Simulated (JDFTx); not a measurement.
The system is PbF2 (Fluorocronite).

```xyz
3
Lattice="0.0000 2.9637 2.9637 2.9637 0.0000 2.9637 2.9637 2.9637 0.0000" Properties=species:S:1:pos:R:3 pbc="T T T"
Pb    0.0000    0.0000    0.0000
F     4.4455    4.4455    4.4455
F     1.4818    1.4818    1.4818
```

| Property | Result |
| --- | --- |
| Program | JDFTx 1.7.0 (patched build) |
| Task | relaxation of cell and atoms |
| Functional | LDA |
| Potentials or basis | PseudoDojo-SR-LDA-0.4.1-standard with smoothed tails |
| Cutoff | 1143 eV |
| Density cutoff | 9143 eV |
| k mesh | 8 × 8 × 8 |
| Occupations | fermi-dirac, width 0.05 eV |
| Spin | no spin polarisation |

At the start: pressure -4.5 GPa; volume 17.35 Å³/atom.

Problem. How do energy, volume and symmetry change on relaxing?

Solution. Over 6 steps the energy falls by 14.9 meV/atom and the volume is 16.36 Å³/atom (-5.7 %); space group Fm-3m (No. 225, to 0.05 Å).

Step by step:
```
step  energy change (eV)  largest force (eV/Å)  pressure (GPa)  volume (Å³)
   1              0.0000                0.0000           -4.52        52.06
   2             -0.0133                0.0000           -3.86        51.55
   3             -0.0444                0.0000            0.31        48.90
   4             -0.0446                0.0000           -0.01        49.08
   5             -0.0446                0.0000            0.00        49.07
   6             -0.0446                0.0000            0.00        49.07
```

Final structure:
```cif
data_structure
_symmetry_space_group_name_H-M 'P 1'
_symmetry_Int_Tables_number 1
_cell_length_a 4.1095
_cell_length_b 4.1095
_cell_length_c 4.1095
_cell_angle_alpha 60.000
_cell_angle_beta 60.000
_cell_angle_gamma 60.000
_cell_volume 49.07
loop_
_atom_site_label
_atom_site_type_symbol
_atom_site_fract_x
_atom_site_fract_y
_atom_site_fract_z
_atom_site_occupancy
Pb1 Pb 0.00000 0.00000 0.00000 1
F1 F 0.75000 0.75000 0.75000 1
F2 F 0.25000 0.25000 0.25000 1
```
